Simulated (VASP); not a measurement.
The system is Li2O.

```xyz
3
Lattice="0.0000 2.2864 2.2864 2.2864 0.0000 2.2864 2.2864 2.2864 0.0000" Properties=species:S:1:pos:R:3 pbc="T T T"
Li    1.1432    1.1432    1.1432
Li    3.4296    3.4296    3.4296
O     0.0000    0.0000    0.0000
```

Base run:

| Property | Result |
| --- | --- |
| Program | VASP 6.6.1 |
| Functional | r2SCAN |
| Potentials or basis | VASP PAW PBE potentials, release 64 (Li_sv, O) |
| Cutoff | 520 eV |
| k mesh | 6 × 6 × 6 |
| Occupations | gaussian, width 0.01 eV |
| Spin | no spin polarisation |

Its results: band gap on the k mesh 5.73 eV, indirect (least direct gap 6.35 eV).

Task: The run is repeated on the same cell with these changes: functional from r2SCAN to HSE06; k mesh from 6 × 6 × 6 to 4 × 4 × 4. What comes out?

Result: Band gap on the k mesh 6.64 eV, indirect (least direct gap 7.16 eV).

Several settings changed at once, so the effect can't be laid on one alone.

Caveats: some runs use coarse meshes.

A k mesh can miss the band edges.
